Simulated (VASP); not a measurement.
Crystal: LiF (Griceite).

```
Li F
1.0
     0.00000    1.99848    1.99848
     1.99848    0.00000    1.99848
     1.99848    1.99848    0.00000
Li F
1 1
Direct
  0.00000 0.00000 0.00000
  0.50000 0.50000 0.50000
```

Base run:

| Property | Result |
| --- | --- |
| Program | VASP 6.6.1 |
| Functional | TB-mBJ |
| Potentials or basis | VASP PAW PBE potentials, release 64 (Li_sv, F) |
| Cutoff | 520 eV |
| k mesh | 12 × 12 × 12 |
| Occupations | gaussian, width 0.03 eV |
| Spin | no spin polarisation |

Its results: band gap on the k mesh 12.80 eV, direct.

**Question.** The run is repeated on the same cell with these changes: functional from TB-mBJ to r2SCAN. What comes out?

**Answer.** Band gap on the k mesh 10.50 eV, direct.
